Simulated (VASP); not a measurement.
InP, 2 atoms in the cell. Symmetry: F-43m, No. 216, cubic system. Conventional cell: a = 5.861 Å, b = 5.861 Å, c = 5.861 Å, α = 90.00°, β = 90.00°, γ = 90.00°. Around In (site symmetry -43m) lie 4 P at 2.54 Å. P (site symmetry -43m) has 4 In at 2.54 Å as nearest neighbours. 

- Program: VASP 6.6.1
- Task: single point
- Functional: PBE
- Potentials or basis: VASP PAW PBE potentials, release 64 (In_d, P)
- Cutoff: 700 eV
- k mesh: 8 × 8 × 8
- Occupations: gaussian, width 0.02 eV
- Spin: no spin polarisation
- Further INCAR settings: ALGO = Fast; EDIFF = 1e-07

Potentials or basis: VASP PAW PBE potentials, release 64 (In_d, P).

The run is started by

```bash
$ cat potpaw_PBE.64/In_d/POTCAR potpaw_PBE.64/P/POTCAR > POTCAR
$ mpirun -np 1 vasp_std > vasp.out
```

Hardware: 1 thread of Intel(R) Xeon(R) Platinum 8488C (Sapphire Rapids) (shared host).

**Question.** Estimate the wall time of this run.

**Answer.** It took 38 s on 1 thread of Intel(R) Xeon(R) Platinum 8488C (Sapphire Rapids), with other jobs on the host, peak memory 0.21 GiB. Counts: scf iterations 17, k points 29.
